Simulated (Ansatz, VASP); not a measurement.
Two plane-wave programs on LiF

```
Li F
1.0
    -2.96094    0.00000    0.00000
     1.48047   -2.56797    0.00000
     0.00000    0.00000   14.72610
Li F
6 6
Direct
  0.50000 0.50000 0.16669
  0.50000 0.50000 0.66669
  0.00000 0.50000 0.33331
  0.00000 0.50000 0.83331
  0.50000 0.00000 0.00000
  0.50000 0.00000 0.50000
  0.00000 0.50000 0.08333
  0.00000 0.50000 0.58333
  0.50000 0.50000 0.41667
  0.50000 0.50000 0.91667
  0.00000 0.00000 0.25000
  0.00000 0.00000 0.75000
```

Alike in both runs: task single point; functional PBE; k mesh 6 × 6 × 1; occupations gaussian, width 0.1 eV; no spin polarisation.

```csv
,VASP,Ansatz
version,VASP 6.6.1,Ansatz 0.2.0
potentials or method,"VASP PAW PBE potentials, release 64 (Li_sv, F)","scalar-relativistic, plane waves, PAW"
plane-wave cutoff (eV),520,420
valence electrons in the cell,60,60
```

Ansatz gave:

- gap on the k mesh at the Fermi level (eV): 7.77
- least direct gap on the mesh (eV): 7.77

**Question.** Which values does VASP return?

**Answer.** gap on the k mesh at the Fermi level (eV): 7.76; least direct gap on the mesh (eV): 7.76.

Caveats: the k mesh is coarse (spacing up to 0.43 Å⁻¹), so the values aren't converged.
